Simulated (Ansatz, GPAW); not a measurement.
This is a calculation of ZnSe (Stilleite) for Ansatz 0.2.0. 

input.yaml

```yaml
crystal:
  lattice:
    - [0.0, 2.8338, 2.8338]
    - [2.8338, 0.0, 2.8338]
    - [2.8338, 2.8338, 0.0]
  atoms:
    - { symbol: Se, position: [0.75, 0.75, 0.75] }
    - { symbol: Zn, position: [0.0, 0.0, 0.0] }
kpoints:
  mp_grid: { grid: [8, 8, 8] }
scf:
  occupations: { method: gaussian, width: 0.023 }
hamiltonian:
  xc: pbe
  pseudopotentials: { kind: all_electron, lapw: { basis_error: 0.001 } }
output:
  forces: true
  stress: true
  eigenvalues: true
```

Potentials or basis: all-electron LAPW, scalar-relativistic.

The run is started by

```sh
$ ansatz run input.yaml --threads 1 --pin off --max-ram 3072MiB --backend cpu --events-out ev --progress --plain --runs-dir out
```

Task: Set up the same calculation for GPAW 26.7.0 (ASE script). Potentials or basis there: GPAW PAW data sets (gpaw-data 1.2.1), cutoff 600 eV.

Result: As run (cutoffs and basis follow the program's own potentials, and thresholds, step limits or extra output files can differ):

Contents of run.py:

```python
from ase import Atoms
from ase.dft.bandgap import bandgap
from ase.io import write
from ase.units import GPa
from gpaw import GPAW, PW

atoms = Atoms(['Se', 'Zn'],
              cell=[[0.0, 2.8338, 2.8338],
                    [2.8338, 0.0, 2.8338],
                    [2.8338, 2.8338, 0.0]],
              scaled_positions=[[0.75, 0.75, 0.75],
                                [0.0, 0.0, 0.0]],
              pbc=True)

calc = GPAW(mode=PW(600),
            xc='PBE',
            kpts={'size': (8, 8, 8), 'gamma': True},
            occupations={'name': 'methfessel-paxton', 'order': 0, 'width': 0.023},
            nbands=18,
            convergence={'density': 1e-05, 'energy': 1e-05},
            maxiter=150,
            txt='gpaw.txt')
atoms.calc = calc
energy = atoms.get_potential_energy()
forces = atoms.get_forces()
stress = atoms.get_stress()
calc.write('gs.gpw')
write('result.traj', atoms)
print(f'Energy: {energy:.6f} eV')
print('Forces (eV/A):')
print(forces.round(4))
print('Stress (GPa):', (stress / GPa).round(3))
print('Fermi level:', round(calc.get_fermi_level(), 4), 'eV')
print(f'Gap: {bandgap(calc)[0]:.4f} eV, direct: {bandgap(calc, direct=True)[0]:.4f} eV')
```

Potentials or basis: GPAW PAW data sets (gpaw-data 1.2.1), pw.

Launch:

```bash
$ OMP_NUM_THREADS=1 python run.py
```

Both were run:

|  | Ansatz | GPAW |
| --- | --- | --- |
| Pressure | 2.1 GPa | 2.1 GPa |

Where Ansatz's input types no cutoff or centring, it takes its own default and a Γ-centred mesh.

Pressure is positive in compression.
